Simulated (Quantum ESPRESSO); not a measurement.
# I (I4/mmm) in Quantum ESPRESSO: reference runs, part 2 of 2

Quantum ESPRESSO 7.5.

## Step 5: Single point, PBE, 42.84 Å³/atom

Input file pw.in:

```
&CONTROL
  calculation = 'scf'
  prefix = 'pwscf'
  outdir = './tmp'
  pseudo_dir = './pseudo'
  tprnfor = .true.
  tstress = .true.
  disk_io = 'nowf'
/
&SYSTEM
  ibrav = 0
  nat = 1
  ntyp = 1
  ecutwfc = 55
  ecutrho = 440
  nbnd = 9
  occupations = 'smearing'
  smearing = 'fd'
  degauss = 0.00367493
/
&ELECTRONS
  conv_thr = 2d-10
  electron_maxstep = 120
  mixing_beta = 0.5
/
ATOMIC_SPECIES
I    126.9045 I.pbe-n-kjpaw_psl.0.2.UPF
CELL_PARAMETERS angstrom
  -1.5955958068    1.5955958068    4.2071683937
   1.5955958068   -1.5955958068    4.2071683937
   1.5955958068    1.5955958068   -4.2071683937
ATOMIC_POSITIONS crystal
I      0.0000000000    0.0000000000    0.0000000000
K_POINTS automatic
11 11 11 0 0 0
```

Potentials or basis: SSSP 1.3 efficiency PBE.

Command:

```
> OMP_NUM_THREADS=1 pw.x -in pw.in > pw.out
```

pw.out:

```text
This program is part of the open-source Quantum ESPRESSO suite
     for quantum simulation of materials; please cite
[... 9 lines left out ...]
     --------------------
     sticks:   dense  smooth     PW     G-vecs:    dense   smooth      PW
     Sum        2373    1193    391                45085    15969    2937

     Using Slab Decomposition

     bravais-lattice index     =            0
     lattice parameter (alat)  =       9.0218  a.u.
     unit-cell volume          =     289.1294 (a.u.)^3
     number of atoms/cell      =            1
     number of atomic types    =            1
     number of electrons       =         7.00
     number of Kohn-Sham states=            9
     kinetic-energy cutoff     =      55.0000  Ry
     charge density cutoff     =     440.0000  Ry
     scf convergence threshold =      2.0E-10
     mixing beta               =       0.5000
     number of iterations used =            8  plain     mixing
     Exchange-correlation= SLA  PW   PBX  PBC
                           (   1   4   3   4   0   0   0)

     celldm(1)=   9.021759  celldm(2)=   0.000000  celldm(3)=   0.000000
     celldm(4)=   0.000000  celldm(5)=   0.000000  celldm(6)=   0.000000

     crystal axes: (cart. coord. in units of alat)
               a(1) = (  -0.334219   0.334219   0.881247 )
               a(2) = (   0.334219  -0.334219   0.881247 )
               a(3) = (   0.334219   0.334219  -0.881247 )

     reciprocal axes: (cart. coord. in units 2 pi/alat)
               b(1) = (  0.000000  1.496027  0.567378 )
               b(2) = (  1.496027  0.000000  0.567378 )
               b(3) = (  1.496027  1.496027  0.000000 )

     PseudoPot. # 1 for I  read from file:
     I.pbe-n-kjpaw_psl.0.2.UPF
     Pseudo is Projector augmented-wave + core cor, Zval =  7.0
     Generated using "atomic" code by A. Dal Corso  v.5.0.99 svn rev. 10869
     Shape of augmentation charge: PSQ
     Using radial grid of 1247 points,  4 beta functions with:
                l(1) =   0
                l(2) =   0
                l(3) =   1
                l(4) =   1
     Q(r) pseudized with 0 coefficients

     atomic species   valence    mass     pseudopotential
     I                 7.00   126.90450     I ( 1.00)

     16 Sym. Ops., with inversion, found

   Cartesian axes

     site n.     atom                  positions (alat units)
         1        I      tau(   1) = (   0.0000000   0.0000000   0.0000000  )

     number of k points=   126  Fermi-Dirac smearing, width (Ry)=  0.0037

     Number of k-points >= 100: set verbosity='high' to print them.

     Dense  grid:    45085 G-vectors     FFT dimensions: (  64,  64,  64)

     Smooth grid:    15969 G-vectors     FFT dimensions: (  45,  45,  45)

     Initial potential from superposition of free atoms

     starting charge       6.9999, renormalised to       7.0000
     Starting wfcs are    4 randomized atomic wfcs +    5 random wfcs

     Self-consistent Calculation

     iteration #  1     ecut=    55.00 Ry     beta= 0.50
     Davidson diagonalization with overlap
     ethr =  1.00E-02,  avg # of iterations =  6.4

     Threshold (ethr) on eigenvalues was too large:
     Diagonalizing with lowered threshold

     Davidson diagonalization with overlap
     ethr =  8.84E-05,  avg # of iterations =  3.2

     total energy              =    -378.90555955 Ry
     estimated scf accuracy    <       0.00616028 Ry

     iteration #  2     ecut=    55.00 Ry     beta= 0.50
     Davidson diagonalization with overlap
     ethr =  8.80E-05,  avg # of iterations =  1.0

     total energy              =    -378.90564180 Ry
     estimated scf accuracy    <       0.00076305 Ry

     iteration #  3     ecut=    55.00 Ry     beta= 0.50
     Davidson diagonalization with overlap
     ethr =  1.09E-05,  avg # of iterations =  2.5

     total energy              =    -378.90573529 Ry
     estimated scf accuracy    <       0.00001782 Ry

     iteration #  4     ecut=    55.00 Ry     beta= 0.50
     Davidson diagonalization with overlap
     ethr =  2.55E-07,  avg # of iterations =  2.4

     total energy              =    -378.90573692 Ry
     estimated scf accuracy    <       0.00000049 Ry

     iteration #  5     ecut=    55.00 Ry     beta= 0.50
     Davidson diagonalization with overlap
     ethr =  6.94E-09,  avg # of iterations =  2.4

     total energy              =    -378.90573706 Ry
     estimated scf accuracy    <       0.00000001 Ry

     iteration #  6     ecut=    55.00 Ry     beta= 0.50
     Davidson diagonalization with overlap
     ethr =  1.46E-10,  avg # of iterations =  3.5

     total energy              =    -378.90573707 Ry
     estimated scf accuracy    <          3.7E-10 Ry

     iteration #  7     ecut=    55.00 Ry     beta= 0.50
     Davidson diagonalization with overlap
     ethr =  5.33E-12,  avg # of iterations =  2.5

     End of self-consistent calculation

     Number of k-points >= 100: set verbosity='high' to print the bands.

     the Fermi energy is     3.5171 ev

!    total energy              =    -378.90573707 Ry
     total all-electron energy =    -14232.903183 Ry
     estimated scf accuracy    <          1.1E-11 Ry
     smearing contrib. (-TS)   =      -0.00042759 Ry
     internal energy E=F+TS    =    -378.90530949 Ry

     The total energy is F=E-TS. E is the sum of the following terms:
     one-electron contribution =       0.87938471 Ry
     hartree contribution      =       2.90487730 Ry
     xc contribution           =     -41.67644466 Ry
     ewald contribution        =     -20.48936424 Ry
     one-center paw contrib.   =    -320.52376259 Ry

     convergence has been achieved in   7 iterations

     Forces acting on atoms (cartesian axes, Ry/au):

     atom    1 type  1   force =     0.00000000    0.00000000    0.00000000

     Total force =     0.000000     Total SCF correction =     0.000000

     Computing stress (Cartesian axis) and pressure

          total   stress  (Ry/bohr**3)                   (kbar)     P=       10.23
   0.00009827  -0.00000000  -0.00000000           14.46       -0.00       -0.00
  -0.00000000   0.00009827   0.00000000           -0.00       14.46        0.00
  -0.00000000   0.00000000   0.00001200           -0.00        0.00        1.77

=------------------------------------------------------------------------------=
   JOB DONE.
=------------------------------------------------------------------------------=
```

It took 57 s on 1 thread of Arm Neoverse V1, shared host; peak memory 0.12 GiB.

What came out:

| Quantity | Value |
| --- | --- |
| Free energy | -5155.2752 eV |
| Pressure | 1.0 GPa |
| Band gap on the k mesh | none (metal or under the smearing width) |

Caveat: an odd number of electrons without spin polarisation forces a metal; a magnetic or distorted state may lie lower.

## Step 6: Single point, PBE, 43.74 Å³/atom

Edit pw.in of step 5 so:

```diff
@@ -28,5 +28,5 @@
 CELL_PARAMETERS angstrom
-  -1.5955958068    1.5955958068    4.2071683937
-   1.5955958068   -1.5955958068    4.2071683937
-   1.5955958068    1.5955958068   -4.2071683937
+  -1.6066002635    1.6066002635    4.2361842651
+   1.6066002635   -1.6066002635    4.2361842651
+   1.6066002635    1.6066002635   -4.2361842651
 ATOMIC_POSITIONS crystal
```

Potentials or basis: SSSP 1.3 efficiency PBE.

Command:

```
> OMP_NUM_THREADS=1 pw.x -in pw.in > pw.out
```

It took 57 s on 1 thread of Arm Neoverse V1, shared host; peak memory 0.12 GiB.

The run converged. Its results:

```
Free energy            : -5155.2794 eV
Pressure               : 0.5 GPa
Band gap on the k mesh : none (metal or under the smearing width)
```

Caveat: an odd number of electrons without spin polarisation forces a metal; a magnetic or distorted state may lie lower.

## Step 7: Single point, PBE, 44.63 Å³/atom

Edit pw.in of step 6 so:

```diff
@@ -28,5 +28,5 @@
 CELL_PARAMETERS angstrom
-  -1.6066002635    1.6066002635    4.2361842651
-   1.6066002635   -1.6066002635    4.2361842651
-   1.6066002635    1.6066002635   -4.2361842651
+  -1.6174560000    1.6174560000    4.2648080000
+   1.6174560000   -1.6174560000    4.2648080000
+   1.6174560000    1.6174560000   -4.2648080000
 ATOMIC_POSITIONS crystal
```

Command:

```
> OMP_NUM_THREADS=1 pw.x -in pw.in > pw.out
```

Run time: 57 s. Hardware: 1 thread of Arm Neoverse V1, shared host; peak memory 0.12 GiB.

It converged, with:

- Free energy: -5155.2808 eV
- Pressure: 0.0 GPa
- Band gap on the k mesh: none (metal or under the smearing width)

Caveat: an odd number of electrons without spin polarisation forces a metal; a magnetic or distorted state may lie lower.

## Step 8: Single point, PBE, 45.52 Å³/atom

Edit pw.in of step 7 so:

```diff
@@ -28,5 +28,5 @@
 CELL_PARAMETERS angstrom
-  -1.6174560000    1.6174560000    4.2648080000
-   1.6174560000   -1.6174560000    4.2648080000
-   1.6174560000    1.6174560000   -4.2648080000
+  -1.6281679413    1.6281679413    4.2930525847
+   1.6281679413   -1.6281679413    4.2930525847
+   1.6281679413    1.6281679413   -4.2930525847
 ATOMIC_POSITIONS crystal
```

Command:

```
> OMP_NUM_THREADS=1 pw.x -in pw.in > pw.out
```

It took 57 s on 1 thread of Arm Neoverse V1, shared host; peak memory 0.12 GiB.

It converged, with:

* Free energy: -5155.2797 eV
* Pressure: -0.4 GPa
* Band gap on the k mesh: none (metal or under the smearing width)

Caveat: an odd number of electrons without spin polarisation forces a metal; a magnetic or distorted state may lie lower.

## Step 9: Single point, PBE, 46.41 Å³/atom

Edit pw.in of step 8 so:

```diff
@@ -28,5 +28,5 @@
 CELL_PARAMETERS angstrom
-  -1.6281679413    1.6281679413    4.2930525847
-   1.6281679413   -1.6281679413    4.2930525847
-   1.6281679413    1.6281679413   -4.2930525847
+  -1.6387407567    1.6387407567    4.3209303307
+   1.6387407567   -1.6387407567    4.3209303307
+   1.6387407567    1.6387407567   -4.3209303307
 ATOMIC_POSITIONS crystal
```

Potentials or basis: SSSP 1.3 efficiency PBE.

Command:

```
> OMP_NUM_THREADS=1 pw.x -in pw.in > pw.out
```

Wall time 57 s (1 thread of Arm Neoverse V1, shared host); peak memory 0.12 GiB.

The run converged. Its results:

```yaml
Free_energy: -5155.2763 eV
Pressure: -0.8 GPa
Band_gap_on_the_k_mesh: none (metal or under the smearing width)
```

Caveat: an odd number of electrons without spin polarisation forces a metal; a magnetic or distorted state may lie lower.

## Step 10: Single point, PBE, 47.31 Å³/atom

Edit pw.in of step 9 so:

```diff
@@ -28,5 +28,5 @@
 CELL_PARAMETERS angstrom
-  -1.6387407567    1.6387407567    4.3209303307
-   1.6387407567   -1.6387407567    4.3209303307
-   1.6387407567    1.6387407567   -4.3209303307
+  -1.6491788773    1.6491788773    4.3484529220
+   1.6491788773   -1.6491788773    4.3484529220
+   1.6491788773    1.6491788773   -4.3484529220
 ATOMIC_POSITIONS crystal
```

Command:

```
> OMP_NUM_THREADS=1 pw.x -in pw.in > pw.out
```

It took 58 s on 1 thread of Arm Neoverse V1, shared host; peak memory 0.12 GiB.

The run converged. Its results:

| Quantity | Value |
| --- | --- |
| Free energy | -5155.2709 eV |
| Pressure | -1.1 GPa |
| Band gap on the k mesh | none (metal or under the smearing width) |

Caveat: an odd number of electrons without spin polarisation forces a metal; a magnetic or distorted state may lie lower.

## Step 11: Equation of state, PBE

No new run: the results of the series are fitted here.

What came out:

* Equilibrium volume: 44.65 Å³/atom
* Bulk modulus at fixed shape and positions: 23 GPa
* Pressure derivative of the bulk modulus: 5.3

Energy against volume, from the lowest point:
```
volume (Å³/atom)  energy (meV/atom)
          41.952              13.13
          42.845               5.63
          43.737               1.38
          44.630               0.00
          45.522               1.16
          46.415               4.55
          47.308               9.90
```

Caveat: the cell was scaled at fixed shape and fractional positions, which overstates the stiffness of a crystal with free parameters, most of all of layers and chains.

## Step 12: Overview

```tsv
task	cell	gap on the mesh (eV)	pressure (GPa)
single point	as given	none	0.0
single point	cell strained at random at fixed volume	none	-0.1
equation of state	as given	-	-
```

Alike in all rows: level PBE; potentials or basis SSSP 1.3 efficiency PBE; no spin polarisation; k mesh 11 × 11 × 11; cutoff (eV) 748; smearing fermi-dirac 0.05 eV.

Caveats: an odd number of electrons without spin polarisation forces a metal (some runs); a magnetic or distorted state may lie lower (some runs); the cell was scaled at fixed shape and fractional positions, which overstates the stiffness of a crystal with free parameters, most of all of layers and chains (some runs).

Total energies depend on the potentials used, so only differences within one code and one set of settings carry meaning.
